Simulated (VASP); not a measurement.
# MoS2 in VASP: settings compared

Aim: see how the results for MoS2 move with the level of theory and the settings. Levels: PBE+D3(BJ), r2SCAN. Tasks: band structure.

Program: VASP 6.6.1. These are calculated values, not measurements. Logs are shortened: lines on timing, memory, paths and dates and some standing lists are left out, and cuts for length are marked.

## (1) The structure

The cell holds a slab with vacuum, 6 atoms: a = 3.151 Å, b = 3.151 Å, c = 27.292 Å, α = 90.00°, β = 90.00°, γ = 120.00°.

## (2) Band structure, PBE+D3(BJ)

Contents of INCAR:

```
PREC = Accurate
ENCUT = 520
EDIFF = 1E-6
ISMEAR = 0
SIGMA = 0.03
LREAL = F
LASPH = T
NELM = 80
ALGO = Normal
ISIF = 2
LWAVE = F
LCHARG = F
LMAXMIX = 4
LDIPOL = T
IDIPOL = 3
DIPOL = 0.5 0.5 0.500
GGA = PE
IVDW = 12
NBANDS = 35
LVHAR = T
LVACPOTAV = T
KPAR = 4
```

Contents of KPOINTS:

```
Automatic mesh
0
Gamma
  12 12 1
```

Contents of POSCAR:

```
MoS2                                    
1.0
    3.1511592275      0.0000000000      0.0000000000
   -1.5755796138      2.7289839378      0.0000000000
    0.0000000000      0.0000000000     27.2922960000
  S               Mo            
     4     2
Direct
     0.3333333300000021    0.6666666699999979    0.3316016050241459
     0.3333333300000021    0.6666666699999979    0.4463726783344559
     0.6666666699999979    0.3333333300000021    0.5536273216655441
     0.6666666699999979    0.3333333300000021    0.6683983949758541
     0.6666666699999979    0.3333333300000021    0.3890116340685439
     0.3333333300000021    0.6666666699999979    0.6109883659314560
```

Contents of KPOINTS_OPT:

```
explicit points
67
Reciprocal
 0.0000000000  0.0000000000  0.0000000000 1
 0.0357142900  0.0000000000  0.0000000000 1
 0.0714285700  0.0000000000  0.0000000000 1
 0.1071428600  0.0000000000  0.0000000000 1
 0.1428571400  0.0000000000  0.0000000000 1
 0.1785714300  0.0000000000  0.0000000000 1
 0.2142857100  0.0000000000  0.0000000000 1
 0.2500000000  0.0000000000  0.0000000000 1
 0.2857142900  0.0000000000  0.0000000000 1
 0.3214285700  0.0000000000  0.0000000000 1
 0.3571428600  0.0000000000  0.0000000000 1
 0.3928571400  0.0000000000  0.0000000000 1
 0.4285714300  0.0000000000  0.0000000000 1
 0.4642857100  0.0000000000  0.0000000000 1
 0.5000000000  0.0000000000  0.0000000000 1
 0.4791666700  0.0416666700  0.0000000000 1
 0.4583333300  0.0833333300  0.0000000000 1
 0.4375000000  0.1250000000  0.0000000000 1
 0.4166666700  0.1666666700  0.0000000000 1
 0.3958333300  0.2083333300  0.0000000000 1
 0.3750000000  0.2500000000  0.0000000000 1
 0.3541666700  0.2916666700  0.0000000000 1
 0.3333333300  0.3333333300  0.0000000000 1
 0.3137254900  0.3137254900  0.0000000000 1
 0.2941176500  0.2941176500  0.0000000000 1
 0.2745098000  0.2745098000  0.0000000000 1
 0.2549019600  0.2549019600  0.0000000000 1
 0.2352941200  0.2352941200  0.0000000000 1
 0.2156862700  0.2156862700  0.0000000000 1
 0.1960784300  0.1960784300  0.0000000000 1
 0.1764705900  0.1764705900  0.0000000000 1
 0.1568627500  0.1568627500  0.0000000000 1
 0.1372549000  0.1372549000  0.0000000000 1
 0.1176470600  0.1176470600  0.0000000000 1
 0.0980392200  0.0980392200  0.0000000000 1
 0.0784313700  0.0784313700  0.0000000000 1
 0.0588235300  0.0588235300  0.0000000000 1
 0.0392156900  0.0392156900  0.0000000000 1
 0.0196078400  0.0196078400  0.0000000000 1
 0.0000000000  0.0000000000  0.0000000000 1
 0.0000000000  0.0000000000  0.0000000000 1
 0.0060523400 -0.0030261700  0.0000000000 1
-0.0060523400  0.0030261700  0.0000000000 1
 0.0176526700 -0.0088263400  0.0000000000 1
-0.0176526700  0.0088263400  0.0000000000 1
 0.0000000000  0.0052414800  0.0000000000 1
-0.0000000000 -0.0052414800  0.0000000000 1
 0.0000000000  0.0152876600  0.0000000000 1
-0.0000000000 -0.0152876600  0.0000000000 1
 0.5000000000  0.0000000000  0.0000000000 1
 0.5060523400 -0.0030261700  0.0000000000 1
 0.4939476600  0.0030261700  0.0000000000 1
 0.5176526700 -0.0088263400  0.0000000000 1
 0.4823473300  0.0088263400  0.0000000000 1
 0.5000000000  0.0052414800  0.0000000000 1
 0.5000000000 -0.0052414800  0.0000000000 1
 0.5000000000  0.0152876600  0.0000000000 1
 0.5000000000 -0.0152876600  0.0000000000 1
 0.3333333300  0.3333333300  0.0000000000 1
 0.3393856700  0.3303071600  0.0000000000 1
 0.3272809900  0.3363595000  0.0000000000 1
 0.3509860000  0.3245069900  0.0000000000 1
 0.3156806600  0.3421596700  0.0000000000 1
 0.3333333300  0.3385748100  0.0000000000 1
 0.3333333300  0.3280918500  0.0000000000 1
 0.3333333300  0.3486209900  0.0000000000 1
 0.3333333300  0.3180456700  0.0000000000 1
```

Potentials or basis: VASP PAW PBE potentials, release 64 (S, Mo_sv).

On the command line:

```
> cat potpaw_PBE.64/S/POTCAR potpaw_PBE.64/Mo_sv/POTCAR > POTCAR
> mpirun -np 4 vasp_std > vasp.out
```

OUTCAR:

```text
PREC = Accurate
   ENCUT = 520
   EDIFF = 1E-6
   ISMEAR = 0
   LREAL = F
   LASPH = T
   NELM = 80
   ISIF = 2
   GGA = PE
   IVDW = 12
 IVDW          = 12

 ion  position               nearest neighbor table
   1  0.333  0.667  0.332-   5 2.40   5 2.40   5 2.40
   2  0.333  0.667  0.446-   5 2.40   5 2.40   5 2.40
   3  0.667  0.333  0.554-   6 2.40   6 2.40   6 2.40
   4  0.667  0.333  0.668-   6 2.40   6 2.40   6 2.40
   5  0.667  0.333  0.389-   2 2.40   2 2.40   2 2.40   1 2.40   1 2.40   1 2.40
   6  0.333  0.667  0.611-   3 2.40   3 2.40   3 2.40   4 2.40   4 2.40   4 2.40

  LATTYP: Found a hexagonal cell.
 ALAT       =     3.1511592275
 C/A-ratio  =     8.6610336164

  Lattice vectors:

 A1 = (   3.1511592275,   0.0000000000,   0.0000000000)
 A2 = (  -1.5755796138,   2.7289839378,   0.0000000000)
 A3 = (   0.0000000000,   0.0000000000,  27.2922960000)

Analysis of symmetry for initial positions (statically):
=====================================================================
 Subroutine PRICEL returns:
 Original cell was already a primitive cell.

 Routine SETGRP: Setting up the symmetry group for a
 hexagonal supercell.

 Subroutine GETGRP returns: Found 12 space group operations
 (whereof 12 operations were pure point group operations)
 out of a pool of 24 trial point group operations.

The static configuration has the point symmetry D_3d.

Analysis of symmetry for dynamics (positions and initial velocities):
=====================================================================
 Subroutine PRICEL returns:
 Original cell was already a primitive cell.

 Routine SETGRP: Setting up the symmetry group for a
 hexagonal supercell.

 Subroutine GETGRP returns: Found 12 space group operations
 (whereof 12 operations were pure point group operations)
 out of a pool of 24 trial point group operations.

The dynamic configuration has the point symmetry D_3d.

 Subroutine INISYM returns: Found 12 space group operations
 (whereof 12 operations are pure point group operations),
 and found     1 'primitive' translations

----------------------------------------------------------------------------------------

                                     Primitive cell
[... 95 lines left out ...]
   EDIFFG = 0.1E-04   stopping-criterion for IOM
   NSW    =      0    number of steps for IOM
   IBRION =     -1    ionic relax: 0-MD 1-quasi-New 2-CG
   NFREE  =      0    steps in history (QN), initial steepest desc. (CG)
   ISIF   =      2    stress and relaxation
   ISYM   =      2    0-nonsym 1-usesym 2-fastsym
   POTIM  = 0.5000    time-step for ionic-motion
   TEBEG  =    0.0;   TEEND  =   0.0 temperature during run
   PSTRESS=    0.0 pullay stress
   NELECT =      52.0000    total number of electrons
   NUPDOWN=      -1.0000    fix difference up-down
   EMIN   =  10.00;   EMAX   =-10.00  energy-range for DOS
   EFERMI =   0.00;   METHOD = LEGACY
   ISMEAR =     0;   SIGMA  =   0.03  broadening in eV -4-tet -1-fermi 0-gaus
   EFERMI_NEDOS =   21; number of points for ismear=-14 and -15
   IALGO  =     38    algorithm
   IMIX   =      4    mixing-type and parameters
     AMIX     =   0.40;   BMIX     =  1.00
     AMIX_MAG =   1.60;   BMIX_MAG =  1.00
  volume/ion in A,a.u.               =      39.12       263.97
  Fermi-wavevector in a.u.,A,eV,Ry     =   0.990616  1.871993 13.351679  0.981321
  Thomas-Fermi vector in A             =   2.122299
   LORBIT       =      0    0 simple, 1 ext, 2 COOP (PROOUT), +10 PAW based schemes
   GGA     = PE    functional components
   LHFCALC =     F    Hartree Fock is set to
   AEXX    =    0.0000 exact exchange contribution
   IVDW    =    12    specifies the selected vdW correction
   LEPSILON=     F    determine dielectric tensor
   LRPA    =     F    only Hartree local field effects (RPA)
 non-spin polarized calculation
 Gauss-broadening in eV      SIGMA  =   0.03
  energy-cutoff  :      520.00
  volume of cell :      234.70
 maximum number of plane-waves:      6362
 NGX is ok and might be reduce to    24
   NGX = 11   NGY = 11   NGZ =101

 number of electron      51.9999998 magnetization

 dipolmoment           0.000000      0.000000      0.000000 electrons x Angstroem

 Free energy of the ion-electron system (eV)
  ---------------------------------------------------
  ext. energy  EPLUGINS =         0.00000000
  ---------------------------------------------------
  free energy    TOTEN  =       -43.61948360 eV

  energy without entropy =      -43.61948360  energy(sigma->0) =      -43.61948360

 E-fermi :   0.5795     XC(G=0):  -5.2739

 val. band max:        0.3976418886   @ k =   0.0000   0.0000   0.0000
 cond. band min:       1.6228463624   @ k =   0.1667   0.1667   0.0000
 fundamental gap:      1.2252044737
 Fermi energy:         0.5794713721

 k-point     1 :       0.0000    0.0000    0.0000
  band No.  band energies     occupation
      1     -60.9162      2.00000
      2     -60.9162      2.00000
      3     -35.0785      2.00000
      4     -35.0784      2.00000
      5     -34.8380      2.00000
      6     -34.8380      2.00000
[... 711 lines left out ...]
     34       4.9126      0.00000
     35       6.8198      0.00000

------------------------ aborting loop because EDIFF is reached ----------------------------------------

 Edisp (eV)   -2.25504

 E8    (eV) :    -0.9417

  FORCE on cell =-STRESS in cart. coord.  units (eV):
  Direction    XX          YY          ZZ          XY          YZ          ZX
  --------------------------------------------------------------------------------------
  -------------------------------------------------------------------------------------
  Total      -0.01046    -0.01046    -0.03024     0.00000     0.00000     0.00000
  in kB      -0.07139    -0.07139    -0.20643     0.00000     0.00000     0.00000
  external pressure =       -0.12 kB  Pullay stress =        0.00 kB

 VOLUME and BASIS-vectors are now :
 -----------------------------------------------------------------------------
  energy-cutoff  :      520.00
  volume of cell :      234.70
      direct lattice vectors                 reciprocal lattice vectors
     3.151159227  0.000000000  0.000000000     0.317343532  0.183218374  0.000000000
    -1.575579614  2.728983938  0.000000000     0.000000000  0.366436748  0.000000000
     0.000000000  0.000000000 27.292296000     0.000000000  0.000000000  0.036640376

 POSITION                                       TOTAL-FORCE (eV/Angst)
 -----------------------------------------------------------------------------------
     -0.00000      1.81932      9.05017        -0.000000      0.000000     -0.004840
     -0.00000      1.81932     12.18254        -0.000000      0.000000      0.000609
      1.57558      0.90966     15.10976         0.000000     -0.000000     -0.000609
      1.57558      0.90966     18.24213        -0.000000      0.000000      0.004840
      1.57558      0.90966     10.61702        -0.000000      0.000000      0.002781
     -0.00000      1.81932     16.67528         0.000000     -0.000000     -0.002781
 -----------------------------------------------------------------------------------
    total drift:                               -0.000000      0.000000      0.000000

  FREE ENERGIE OF THE ION-ELECTRON SYSTEM (eV)
  ---------------------------------------------------
  free  energy   TOTEN  =       -45.8745239582 eV

  energy  without entropy=      -45.8745239582  energy(sigma->0) =      -45.87452396

 vacuum level on the upper side and lower side of the slab         5.806         5.806
```

It took 76 s on 4 MPI ranks of Intel Xeon 6975P-C (Granite Rapids), shared host; peak memory 0.48 GiB.

Results:

```
Free energy                            : -45.8745 eV
Largest force                          : 0.005 eV/Å
Band gap on the k mesh                 : 1.23 eV, indirect (least direct gap 1.75 eV)
Band gap along the path                : 1.22 eV, indirect (least direct gap 1.75 eV)
Dispersion energy per atom             : -0.376 eV
Ionisation potential of the upper face : 5.41 eV
```

Forces in eV/Å, atoms in the order of the input:
```
S    0.000  0.000 -0.005
S    0.000  0.000  0.001
S    0.000  0.000 -0.001
S    0.000  0.000  0.005
Mo   0.000  0.000  0.003
Mo   0.000  0.000 -0.003
```

Levels at points of the mesh, in eV from the valence-band top:
```tsv
k point	band 22	band 23	band 24	band 25	band 26	band 27	band 28	band 29	band 30	band 31
(0.00, 0.00, 0.00)	-1.93	-1.93	-1.78	-0.76	0.00	2.33	2.33	2.36	2.36	2.54
(0.50, 0.00, 0.00)	-2.38	-1.47	-1.34	-1.19	-1.12	1.86	1.89	2.30	2.46	3.23
```

(Part 1 of 4 ends here.)
